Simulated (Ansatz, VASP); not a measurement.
# Ga in VASP and in Ansatz

```
Ga
1.0
     1.45000   -4.06500    0.00000
     1.45000    4.06500    0.00000
     0.00000    0.00000    3.17000
Ga
2
Direct
  0.14265 0.88362 0.75216
  0.86304 0.14619 0.26198
```

Change from the starting cell: atoms moved at random, drawn with an rms of 0.05 Å.

Alike in both runs: task single point; functional PBE; k mesh 10 × 10 × 8; occupations fermi-dirac, width 0.05 eV; no spin polarisation.

```csv
,VASP,Ansatz
version,VASP 6.6.1,Ansatz 0.2.0
potentials or method,"VASP PAW PBE potentials, release 64 (Ga_d)",Ansatz PAW
plane-wave cutoff (eV),520,420
valence electrons in the cell,26,26
```

Ansatz gave:

| Quantity | Value |
| --- | --- |
| gap on the k mesh at the Fermi level (eV) | none |
| pressure (GPa) | 1.5 |
| largest component of the traceless stress (GPa) | 1.24 |
| rms of the force components (eV/Å) | 0.034 |

Estimate VASP's values.

gap on the k mesh at the Fermi level (eV): none; pressure (GPa): 1.5; largest component of the traceless stress (GPa): 1.25; rms of the force components (eV/Å): 0.034.

Atom by atom the forces differ by 0.001 eV/Å (rms over components). A gap of «none» marks a metal or a gap that the smearing closes. With one functional, cell and mesh, what is left measures potentials, basis and numerics.
